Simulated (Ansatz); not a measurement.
# Cs2HgS2: reading a single point

```
CELL_PARAMETERS angstrom
7.92828 0.00000 0.00000
0.00000 10.00632 0.00000
0.00000 0.00000 4.56349
ATOMIC_POSITIONS crystal
Hg 0.50000 0.50000 0.00000
Hg 0.00000 0.00000 0.00000
Cs 0.39222 0.83311 0.50000
Cs 0.60778 0.16689 0.50000
Cs 0.89222 0.66689 0.50000
Cs 0.10778 0.33311 0.50000
S 0.23025 0.59445 0.00000
S 0.76975 0.40555 0.00000
S 0.73025 0.90555 0.00000
S 0.26975 0.09445 0.00000
```

Method: PBE, no spin polarisation; PAW, plane waves to 420 eV, 4×3×6 Γ-centred mesh, fermi-dirac occupations (width 0.1 eV) (Ansatz 0.2.0), atoms fixed.

**Charges.** Bader charges in e: Cs +0.78, Hg +0.27, S -0.91. In the mean Cs gives up most and S takes most.
**Stress.** The pressure is 1.1 GPa (compression positive), so with the atoms held at these fractions the cell would first expand.
**Electronic structure.** The gap is 2.25 eV, indirect (the least direct gap found is 2.30 eV). A semilocal functional usually gives too small a gap.
**Formation energy.** -0.87 eV an atom against the elements' usual phases (free molecules for gases, crystals otherwise, with no correction for O₂ or N₂), so it is bound against them; other compounds may still compete. Relaxing would lower it.

Origin: a known structure type with other elements, at an estimated volume, so it need not be a known compound. Caveats: no spin-orbit coupling, which can shift this gap by tenths of an eV.
